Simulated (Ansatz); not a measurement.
# Cu: relaxing cell and atoms and phonons, part 2 of 2

The task, for Cu: 2 runs in a chain (relaxing cell and atoms and phonons).

Ansatz 0.2.0; DFT LDA, scalar-relativistic, plane waves, PAW.

### 4 Summary of results

The summary covers parts 1 to 2.

```
step  volume (Å³/atom)  pressure (GPa)  energy (eV)  gap on the mesh (eV)   time
   2             10.89             0.0    -6555.722                  0.00  3.4 s
```

| quantity | value |
| --- | --- |
| relaxed cell, step 2 (conventional) | a = 3.519 Å, b = 3.519 Å, c = 3.519 Å, α = 90.00°, β = 90.00°, γ = 90.00° |

In words: Measured lattice constant a of Cu: 3.615 Å (300 K; quoted in “Multiple origins of extra electron diffractions in fcc metals”, 2023, arxiv:2311.10326). This calculation gives 3.519 Å (-2.7 %). That is the cell relaxed with LDA, without thermal expansion or zero-point motion.
